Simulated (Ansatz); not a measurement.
Band transport in C

The calculation used DFT PBE, scalar-relativistic, plane waves, PAW (Ansatz). Settings: 420 eV plane-wave cutoff, Γ-centred 18×18×2 mesh, Fermi-Dirac smearing of 0.15 eV. No spin polarisation.

Equilibrium structure at this level:
```
CELL_PARAMETERS angstrom
2.46653 0.00000 0.00000
-1.23327 2.13608 0.00000
0.00000 0.00000 26.79084
ATOMIC_POSITIONS crystal
C 0.66667 0.33333 0.95090
C 0.66667 0.33333 0.45090
C 0.66667 0.33333 0.78059
C 0.66667 0.33333 0.28059
C 0.00000 0.00000 0.61551
C 0.33333 0.66667 0.28059
C 0.00000 0.00000 0.11551
C 0.66667 0.33333 0.61551
C 0.33333 0.66667 0.78059
C 0.33333 0.66667 0.11551
C 0.33333 0.66667 0.45090
C 0.33333 0.66667 0.95090
```

In a metal these results depend on the k mesh and the smearing. The crystal is built of layers and no dispersion correction was added, so the binding between them is poorly described, and with it their spacing and whatever depends on it.

Constant relaxation time and rigid bands. The levels are interpolated over the whole zone and filled by a Fermi function at the stated temperature, with the chemical potential set by the electron count. Seebeck coefficients of a few μV/K are small differences and uncertain even in sign.

Problem. Give the Drude plasma energies, the density of states at the chemical potential and σ/τ at 300 K.

Solution.
- Plasma energy xx, yy, zz: 0.66, 0.66, 0.02 eV
- Density of states (thermally broadened): 0.03 states/eV/cell
- Conductivity over τ, xx, yy, zz: 0.1, 0.1, 0.0 ×10²⁰ (Ω·m·s)⁻¹

Problem. And the Seebeck coefficient (μV/K)?

Solution.
| T (K) | Sxx | Syy | Szz |
| --- | --- | --- | --- |
| 300 | -1.0 | -1.0 | 20.6 |
| 600 | 0.2 | 0.2 | 40.3 |
| 900 | 1.2 | 1.2 | 59.5 |

The bands only touch here, so at this level the crystal is a zero-gap semiconductor or semimetal, not an ordinary metal.

Cost: 1 run of about 29 core-minutes, on Intel Xeon Processor @ 2.50GHz (Skylake/Cascade Lake) (shared hosts).